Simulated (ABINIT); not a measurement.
Set up this calculation in ABINIT 10.8.3 (patched build), as the native input.

| Item | Value |
| --- | --- |
| Task | band structure |
| Functional | r2SCAN |
| Potentials or basis | JTH PAW LDA v2.0 sp |
| Cutoff | 490 eV |
| k mesh | 7 × 7 × 7 |
| Occupations | fermi-dirac, width 0.05 eV |
| Spin | no spin polarisation |
| Fine-grid cutoff | 979.61 eV |

The system is Sn.

```
Sn
1.0
     0.00000    3.23334    3.23334
     3.23334    0.00000    3.23334
     3.23334    3.23334    0.00000
Sn
2
Cartesian
  4.8500 4.8500 4.8500
  3.2333 3.2333 3.2333
```

This isn't the form of Sn at room conditions, which is tetragonal (white tin).

One way to write it, as run:

run.abi

```
# Datasets: ground state, then fixed potential
ndtset 2

# Pseudopotentials
pp_dirpath "./"
pseudos "Sn.LDA_PW-JTH_sp.xml"

# Structure
acell 3*1.0 Angstrom
rprim
     0.0000000000     3.2333428000     3.2333428000
     3.2333428000     0.0000000000     3.2333428000
     3.2333428000     3.2333428000     0.0000000000
ntypat 1
znucl 50
natom 2
typat 1 1
xred
     0.7500000000     0.7500000000     0.7500000000
     0.5000000000     0.5000000000     0.5000000000

# Plane-wave basis
ecut 18.0
pawecutdg 36.0

# Exchange and correlation
ixc -497498
usekden 1
pawxcdev 0

# Bands and occupations
occopt 3
tsmear 0.05 eV

# SCF cycle
nstep 100

# Output
iomode 3
prtwf 0
prteig 0
prtebands 0
prtden1 1
prtkden1 1

# Dataset 1
kptopt1 1
ngkpt1 7 7 7
nshiftk1 1
shiftk1 0.0 0.0 0.0
nband1 8
tolvrs1 1.0e-8

# Dataset 2: bands along G-X-W-K-G-L-U-W-L-K
iscf2 -2
getden2 1
getkden2 1
nband2 12
nbdbuf2 2
tolwfr2 1.0e-12
kptopt2 -9
ndivsm2 6
prteig2 1
kptbounds2
     0.0000000000     0.0000000000     0.0000000000
     0.5000000000     0.0000000000     0.5000000000
     0.5000000000     0.2500000000     0.7500000000
     0.3750000000     0.3750000000     0.7500000000
     0.0000000000     0.0000000000     0.0000000000
     0.5000000000     0.5000000000     0.5000000000
     0.6250000000     0.2500000000     0.6250000000
     0.5000000000     0.2500000000     0.7500000000
     0.5000000000     0.5000000000     0.5000000000
     0.3750000000     0.3750000000     0.7500000000
```

Potentials or basis: JTH PAW LDA v2.0 sp.

Launch:

```bash
$ abinit run.abi > log 2>&1
```

It gave:

* Pressure: 2.1 GPa
* Band gap on the k mesh: none (metal or under the smearing width)

Caveat: the PAW data sets were made with another functional, which shifts forces and pressure a little; spin-orbit coupling is left out, which moves the levels of the heavy elements; this set keeps more shells in the core, which shifts pressures and gaps; the atomic spheres overlap.

Run time: 100 s on 1 thread of Intel(R) Xeon(R) 6975P-C (Granite Rapids) (shared host), peak memory 0.16 GiB.
